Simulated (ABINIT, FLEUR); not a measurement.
An ABINIT input for a self-consistent single point of LiI (Fm-3m, 2 atoms in the cell) (DFT, LDA (PW92), plane waves, norm-conserving pseudopotentials (PseudoDojo nc-sr-04 LDA standard)):

```
# LiI, PseudoDojo nc-sr-04 LDA standard
pp_dirpath "./"
pseudos "Li.upf, I.upf"
acell 3*1.0 Angstrom
rprim
        -0.0000000000    2.9274760000    2.9274760000
         2.9274760000   -0.0000000000    2.9274760000
         2.9274760000    2.9274760000    0.0000000000
natom 2
ntypat 2
znucl 3 53
typat 1 2
xred
         0.0000000000    0.0000000000    0.0000000000
         0.5000000000    0.5000000000    0.5000000000
ecut 1007 eV
occopt 1
nband 9
kptopt 1
ngkpt 8 8 8
nshiftk 1
shiftk 0 0 0
nstep 80
tolvrs 1.0e-12
diemac 9
prtwf 0
prtden 0
```

Problem. Translate this input to FLEUR.

Solution. This is the input that was run; spellings and numerical settings could be chosen otherwise.

Input of the input generator:

```
LiI
&input film=f /
-0.0000000000 5.5321278764 5.5321278764
5.5321278764 -0.0000000000 5.5321278764
5.5321278764 5.5321278764 0.0000000000
1.0
1.0 1.0 1.0

2
3 0.0000000000 0.0000000000 0.0000000000
53 0.5000000000 0.5000000000 0.5000000000

&comp jspins=1 /
&exco xctyp='pz' /
&kpt div1=8 div2=8 div3=8 gamma=t /
&end /
```

```xml
<?xml version="1.0" encoding="UTF-8" standalone="no"?>
<fleurInput fleurInputVersion="0.39">
   <comment>
      LiI                                                                                                 
   </comment>
   <calculationSetup>
      <cutoffs Kmax="4.3" Gmax="12.9" GmaxXC="12.9" numbands="0"/>
      <scfLoop itmax="60" minDistance="0.00001" maxIterBroyd="15" imix="Anderson" alpha="0.05" precondParam="0.0" spinf="2.0"/>
      <coreElectrons ctail="T" frcor="F" kcrel="0" coretail_lmax="0"/>
      <xcFunctional name="pz" relativisticCorrections="F"/>
      <magnetism jspins="1"/>
      <soc l_soc="F" theta="0.0" phi="0.0" spav="F"/>
      <expertModes spex="0" secvar="F"/>
      <geometryOptimization l_f="T" forcealpha="1.0" forcemix="BFGS" epsdisp="0.00001" epsforce="0.00001"/>
      <ldaU l_linMix="F" mixParam="0.05" spinf="1.0"/>
   </calculationSetup>
   <cell>
      <bzIntegration valenceElectrons="18.0" mode="hist" fermiSmearingEnergy="0.0001">
         <kPointListSelection listName="default-1"/>
         <!-- k-points included here -->
         <xi:include xmlns:xi="http://www.w3.org/2001/XInclude" href="kpts.xml"> </xi:include>
      </bzIntegration>
      <!-- symmetry operations included here -->
      <xi:include xmlns:xi="http://www.w3.org/2001/XInclude" href="sym.xml"> </xi:include>
      <bulkLattice scale="1.0">
         <bravaisMatrix>
            <row-1>    0.0000000000000000     5.5321278763999997     5.5321278763999997</row-1>
            <row-2>    5.5321278763999997     0.0000000000000000     5.5321278763999997</row-2>
            <row-3>    5.5321278763999997     5.5321278763999997     0.0000000000000000</row-3>
         </bravaisMatrix>
      </bulkLattice>
   </cell>
   <atomSpecies>
      <species name="Lithium (Li)" element="Li" atomicNumber="3">
         <mtSphere radius="1.87" gridPoints="645" logIncrement="0.015"/>
         <atomicCutoffs lmax="8" lnonsphr="6"/>
         <electronConfig flipSpins="F">
            <coreConfig>(1s1/2)</coreConfig>
            <valenceConfig>(2s1/2)</valenceConfig>
            <stateOccupation state="(2s1/2)" spinUp="0.5" spinDown="0.5"/>
         </electronConfig>
         <energyParameters s="2" p="2" d="3" f="4"/>
      </species>
      <species name="Iodine (I)" element="I" atomicNumber="53">
         <mtSphere radius="2.68" gridPoints="925" logIncrement="0.014"/>
         <atomicCutoffs lmax="10" lnonsphr="8"/>
         <electronConfig flipSpins="F">
            <coreConfig>(1s1/2) (2s1/2) (2p1/2) (2p3/2) (3s1/2) (3p1/2) (3p3/2) (4s1/2) (3d3/2) (3d5/2) (4p1/2) (4p3/2)</coreConfig>
            <valenceConfig>(5s1/2) (4d3/2) (4d5/2) (5p1/2) (5p3/2)</valenceConfig>
            <stateOccupation state="(5p1/2)" spinUp="0.8333333333333" spinDown="0.8333333333333"/>
            <stateOccupation state="(5p3/2)" spinUp="1.6666666666667" spinDown="1.6666666666667"/>
         </electronConfig>
         <energyParameters s="5" p="5" d="5" f="4"/>
         <lo type="SCLO" l="2" n="4" eDeriv="0"/>
      </species>
   </atomSpecies>
   <atomGroups>
      <atomGroup species="Lithium (Li)">
         <relPos label="                   1">.0000000000 .0000000000 .0000000000</relPos>
         <force calculate="T" relaxXYZ="TTT"/>
      </atomGroup>
      <atomGroup species="Iodine (I)">
         <relPos label="                   2">1.000/2.000 1.000/2.000 1.000/2.000</relPos>
         <force calculate="T" relaxXYZ="TTT"/>
      </atomGroup>
   </atomGroups>
   <output dos="F" band="F" slice="F">
      <checks vchk="F" cdinf="F"/>
      <bandDOS minEnergy="-.5*Htr" maxEnergy="0.5*Htr" sigma="0.015" storeEVData="T"/>
      <vacuumDOS vacdos="F" integ="F" star="F" nstars="0" locx1="0.0" locy1="0.0" locx2="0.0" locy2="0.0" nstm="0" tworkf="0.0"/>
      <unfoldingBand unfoldBand="F" supercellX="1" supercellY="1" supercellZ="1"/>
      <plotting iplot="0" polar="F">
         <plot TwoD="T" vec1="  1.0  0.0  0.0" vec2="  0.0  1.0  0.0" vec3="  0.0  0.0  1.0" zero="  0.0  0.0  0.0" file="plot"/>
      </plotting>
      <chargeDensitySlicing numkpt="0" minEigenval="0.0" maxEigenval="0.0" nnne="0" pallst="F"/>
      <specialOutput eonly="F"/>
      <magneticCircularDichroism mcd="F" energyLo="-10.0" energyUp="0.0"/>
   </output>
  <!-- We include the file relax.xml here to enable relaxations (see documentation) -->
  <xi:include xmlns:xi="http://www.w3.org/2001/XInclude" href="relax.xml"> <xi:fallback/> </xi:include>
</fleurInput>
```

Basis settings and potentials, where a program has them, do not carry over. This input uses DFT, LDA (Perdew-Zunger), all-electron FLAPW (FLEUR), scalar-relativistic valence. LDA parametrisations can differ slightly between programs. Both were run: gap on the mesh 4.288 eV in ABINIT and 4.295 in FLEUR.

On ABINIT: the starting cell comes from a database of computed structures (which also holds hypothetical and non-ambient phases and stackings), without a prior relaxation at this level. Its lattice was rescaled by a random factor within 2.5 % of one. Spin-orbit coupling is off.

On FLEUR: the starting cell comes from a database of computed structures (which also holds hypothetical and non-ambient phases and stackings), without a prior relaxation at this level. Its lattice was rescaled by a random factor within 2.5 % of one. Spin-orbit coupling is off. Values depend on the basis (sphere radii, cutoffs, local orbitals), which need not be converged.
